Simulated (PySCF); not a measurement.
PbS (Galena) under changes of volume

One of the cells (26.086 Å³/atom); the others are scaled copies at fixed shape and fractional positions:

```
Pb S
1.0
     0.00000    2.96575    2.96575
     2.96575    0.00000    2.96575
     2.96575    2.96575    0.00000
Pb S
1 1
Direct
  0.00000 0.00000 0.00000
  0.50000 0.50000 0.50000
```

```yaml
Program: PySCF 2.14.0
Functional: PBE
Potentials_or_basis: DZVP-MOLOPT-SR/GTH-PBE (potentials made for PBE)
k_mesh: 6 × 6 × 6
Occupations: fermi-dirac, width 0.05 eV
Spin: no spin polarisation
```

```csv
volume (Å³/atom),energy over the lowest point (meV/atom),gap on the mesh (eV)
24.521,?,?
25.042,29.59,0.21
25.564,15.88,0.29
26.086,6.65,0.36
26.607,1.49,0.42
27.129,0.00,0.48
27.651,1.83,0.54
```

Question: What does the run at 24.521 Å³/atom give?

Answer: Energy over the lowest point 48.20 meV/atom; gap on the mesh 0.13 eV.

Worked out: A Birch-Murnaghan fit of order 3 (a polynomial in V^(-2/3)) to the other rows has its minimum at 27.09 Å³/atom with B0 = V·E''(V) = 53 GPa and B' = 4.1. It gives 48.23 meV/atom at 24.521 Å³/atom, against the run's 48.20. A straight line through the other rows of the gap, of slope 3.29 eV per unit of ln V (its deformation potential), extrapolates to 0.15 eV, against the run's 0.13.

Energies are extrapolated to zero smearing.

Caveats: spin-orbit coupling is left out, which as a rule narrows the gap of such compounds by several tenths of an eV; the basis of atomic orbitals isn't converged, which shifts pressures, moduli and gaps.

A mesh can miss the band edges.
